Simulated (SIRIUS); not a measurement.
# ZrC in SIRIUS: convergence with pw cutoff

Input of the first run (pw cutoff 12 1/bohr); the others differ in this setting and in those tied to it:

sirius.json

```json
{
  "control": {
    "processing_unit": "cpu",
    "std_evp_solver_name": "lapack",
    "gen_evp_solver_name": "lapack",
    "verbosity": 2,
    "print_forces": true,
    "ortho_rf": true,
    "use_second_variation": true,
    "rmt_max": 3.0,
    "num_bands_to_print": 17,
    "save_wf": true
  },
  "parameters": {
    "electronic_structure_method": "full_potential_lapwlo",
    "xc_functionals": ["XC_LDA_X", "XC_LDA_C_PW"],
    "core_relativity": "dirac",
    "valence_relativity": "iora",
    "num_fv_states": 17,
    "smearing": "fermi_dirac",
    "smearing_width": 0.0018374661,
    "pw_cutoff": 12,
    "gk_cutoff": 4.25,
    "lmax_apw": 12,
    "lmax_rho": 8,
    "lmax_pot": 8,
    "num_mag_dims": 0,
    "auto_rmt": 0,
    "ngridk": [7, 7, 7],
    "shiftk": [0, 0, 0],
    "num_dft_iter": 80,
    "energy_tol": 1e-07,
    "density_tol": 1e-05,
    "use_symmetry": true
  },
  "settings": {"tol_ne": 1e-10},
  "iterative_solver": {"type": "exact"},
  "mixer": {"type": "anderson", "beta": 0.5, "max_history": 8},
  "unit_cell": {
    "lattice_vectors": [[0.0, 4.4692022847, 4.4692022847], [4.4692022847, 0.0, 4.4692022847], [4.4692022847, 4.4692022847, 0.0]],
    "atom_types": ["C", "Zr"],
    "atom_files": {"C": "C.json", "Zr": "Zr.json"},
    "atoms": {"C": [[-0.010939, -0.004722, 0.021578]], "Zr": [[0.490141, 0.495912, 0.506416]]}
  }
}
```

File C.json:

```json
{
  "name": "carbon",
  "symbol": "C",
  "number": 6,
  "mass": 12.0107,
  "rmin": 1e-06,
  "rmt": 1.6,
  "nrmt": 800,
  "rinf": 14.98,
  "core": "1s",
  "valence": [
    {"basis": [{"enu": 0.16, "dme": 0, "n": 0, "auto": 0}, {"enu": 0.16, "dme": 1, "n": 0, "auto": 0}]},
    {"l": 0, "n": 1, "basis": [{"enu": 0.159, "dme": 0, "n": 0, "auto": 0}]},
    {"l": 1, "n": 2, "basis": [{"enu": 0.26, "dme": 0, "n": 0, "auto": 0}]},
    {"l": 2, "n": 3, "basis": [{"enu": 0.26, "dme": 0, "n": 0, "auto": 0}]},
    {"l": 3, "n": 4, "basis": [{"enu": 0.26, "dme": 0, "n": 0, "auto": 0}]}
  ],
  "lo": [
    {"l": 0, "basis": [{"enu": 0.159, "dme": 0, "n": 0, "auto": 0}, {"enu": 0.159, "dme": 1, "n": 0, "auto": 0}]},
    {"l": 0, "basis": [{"enu": 0.159, "dme": 1, "n": 0, "auto": 0}, {"enu": 0.159, "dme": 2, "n": 0, "auto": 0}]},
    {
      "l": 0,
      "basis": [{"enu": 0.159, "dme": 0, "n": 0, "auto": 0}, {"enu": 4.8465, "dme": 0, "n": 0, "auto": 0}]
    },
    {"l": 1, "basis": [{"enu": 0.26, "dme": 0, "n": 0, "auto": 0}, {"enu": 0.26, "dme": 1, "n": 0, "auto": 0}]},
    {"l": 1, "basis": [{"enu": 0.26, "dme": 1, "n": 0, "auto": 0}, {"enu": 0.26, "dme": 2, "n": 0, "auto": 0}]},
    {"l": 1, "basis": [{"enu": 0.26, "dme": 0, "n": 0, "auto": 0}, {"enu": 5.6506, "dme": 0, "n": 0, "auto": 0}]},
    {"l": 2, "basis": [{"enu": 0.26, "dme": 0, "n": 0, "auto": 0}, {"enu": 0.26, "dme": 1, "n": 0, "auto": 0}]},
    {"l": 2, "basis": [{"enu": 0.26, "dme": 1, "n": 0, "auto": 0}, {"enu": 0.26, "dme": 2, "n": 0, "auto": 0}]},
    {"l": 2, "basis": [{"enu": 0.26, "dme": 0, "n": 0, "auto": 0}, {"enu": 6.3537, "dme": 0, "n": 0, "auto": 0}]},
    {"l": 3, "basis": [{"enu": 0.26, "dme": 0, "n": 0, "auto": 0}, {"enu": 0.26, "dme": 1, "n": 0, "auto": 0}]}
  ],
  "free_atom": [... radial grid and density of the free atom, the start of the SCF ...]
}
```

Zr.json

```json
{
  "name": "zirconium",
  "symbol": "Zr",
  "number": 40,
  "mass": 91.224,
  "rmin": 1e-06,
  "rmt": 2.54,
  "nrmt": 800,
  "rinf": 17.42,
  "core": "1s2s2p3s3p3d",
  "valence": [
    {"basis": [{"enu": 0.16, "dme": 0, "n": 0, "auto": 0}, {"enu": 0.16, "dme": 1, "n": 0, "auto": 0}]},
    {"l": 0, "n": 1, "basis": [{"enu": 0.26, "dme": 0, "n": 0, "auto": 0}]},
    {"l": 1, "n": 2, "basis": [{"enu": 0.26, "dme": 0, "n": 0, "auto": 0}]},
    {"l": 2, "n": 3, "basis": [{"enu": 0.26, "dme": 0, "n": 0, "auto": 0}]},
    {"l": 3, "n": 4, "basis": [{"enu": 0.26, "dme": 0, "n": 0, "auto": 0}]}
  ],
  "lo": [
    {"l": 0, "basis": [{"enu": 0.26, "dme": 0, "n": 0, "auto": 0}, {"enu": 0.26, "dme": 1, "n": 0, "auto": 0}]},
    {
      "l": 0,
      "basis": [{"enu": -1.6012, "dme": 0, "n": 4, "auto": 1}, {"enu": -1.6012, "dme": 1, "n": 4, "auto": 1}]
    },
    {
      "l": 0,
      "basis": [{"enu": -1.6012, "dme": 1, "n": 4, "auto": 1}, {"enu": 0.26, "dme": 0, "n": 0, "auto": 0}]
    },
    {"l": 0, "basis": [{"enu": 0.26, "dme": 0, "n": 0, "auto": 0}, {"enu": 2.74, "dme": 0, "n": 0, "auto": 0}]},
    {"l": 1, "basis": [{"enu": 0.26, "dme": 0, "n": 0, "auto": 0}, {"enu": 0.26, "dme": 1, "n": 0, "auto": 0}]},
    {
      "l": 1,
      "basis": [{"enu": -0.7959, "dme": 0, "n": 4, "auto": 1}, {"enu": -0.7959, "dme": 1, "n": 4, "auto": 1}]
    },
    {
      "l": 1,
      "basis": [{"enu": -0.7959, "dme": 1, "n": 4, "auto": 1}, {"enu": 0.26, "dme": 0, "n": 0, "auto": 0}]
    },
    {"l": 1, "basis": [{"enu": 0.26, "dme": 0, "n": 0, "auto": 0}, {"enu": 3.112, "dme": 0, "n": 0, "auto": 0}]},
    {"l": 2, "basis": [{"enu": 0.26, "dme": 0, "n": 0, "auto": 0}, {"enu": 0.26, "dme": 1, "n": 0, "auto": 0}]},
    {"l": 2, "basis": [{"enu": 0.26, "dme": 1, "n": 0, "auto": 0}, {"enu": 0.26, "dme": 2, "n": 0, "auto": 0}]},
    {"l": 2, "basis": [{"enu": 0.26, "dme": 0, "n": 0, "auto": 0}, {"enu": 2.678, "dme": 0, "n": 0, "auto": 0}]},
    {"l": 3, "basis": [{"enu": 0.26, "dme": 0, "n": 0, "auto": 0}, {"enu": 0.26, "dme": 1, "n": 0, "auto": 0}]},
    {"l": 3, "basis": [{"enu": 0.26, "dme": 0, "n": 0, "auto": 0}, {"enu": 2.957, "dme": 0, "n": 0, "auto": 0}]}
  ],
  "free_atom": [... radial grid and density of the free atom, the start of the SCF ...]
}
```

The input sirius_start.json:

```json
{
  "control": {
    "processing_unit": "cpu",
    "std_evp_solver_name": "lapack",
    "gen_evp_solver_name": "lapack",
    "verbosity": 1,
    "print_forces": false,
    "ortho_rf": true,
    "use_second_variation": true,
    "rmt_max": 3.0,
    "num_bands_to_print": 17,
    "save_wf": false
  },
  "parameters": {
    "electronic_structure_method": "full_potential_lapwlo",
    "xc_functionals": ["XC_LDA_X", "XC_LDA_C_PW"],
    "core_relativity": "dirac",
    "valence_relativity": "iora",
    "num_fv_states": 17,
    "smearing": "fermi_dirac",
    "smearing_width": 0.0055123983,
    "pw_cutoff": 12,
    "gk_cutoff": 3.4,
    "lmax_apw": 12,
    "lmax_rho": 8,
    "lmax_pot": 8,
    "num_mag_dims": 0,
    "auto_rmt": 0,
    "ngridk": [3, 3, 3],
    "shiftk": [0, 0, 0],
    "num_dft_iter": 30,
    "energy_tol": 0.01,
    "density_tol": 0.05,
    "use_symmetry": true
  },
  "settings": {"tol_ne": 1e-10},
  "iterative_solver": {"type": "exact"},
  "mixer": {"type": "anderson", "beta": 0.5, "max_history": 8},
  "unit_cell": {
    "lattice_vectors": [[0.0, 4.4692022847, 4.4692022847], [4.4692022847, 0.0, 4.4692022847], [4.4692022847, 4.4692022847, 0.0]],
    "atom_types": ["C", "Zr"],
    "atom_files": {"C": "C.json", "Zr": "Zr.json"},
    "atoms": {"C": [[-0.010939, -0.004722, 0.021578]], "Zr": [[0.490141, 0.495912, 0.506416]]}
  }
}
```

Potentials or basis: all-electron FP-LAPW, apw+lo standard.

Launch:

```sh
$ OMP_NUM_THREADS=1 sirius.scf --input=sirius_start.json --output=start.json
$ OMP_NUM_THREADS=1 sirius.scf --input=sirius.json --output=output.json --task=1
```

The cell isn't the ideal one: atoms moved at random.

Hardware: 1 thread of Arm Neoverse V2, on a shared host.

```csv
pw cutoff,"energy less the tightest run, at zero smearing (meV/atom)",SCF cycles,CPU time (s),peak memory (GiB)
12 1/bohr,-0.19,7,140,0.88
14 1/bohr,-0.01,7,140,0.88
16 1/bohr,0.00,7,140,0.9
19 1/bohr,0.00,7,140,0.92
22 1/bohr,0.00,7,140,0.96
26 1/bohr,0.00,7,150,1
30 1/bohr,0.00,7,150,1.1
```

Against the tightest run, the energy stays within 1 meV/atom from 12 1/bohr on. The tightest run that finished is the yardstick and may itself not be fully converged.
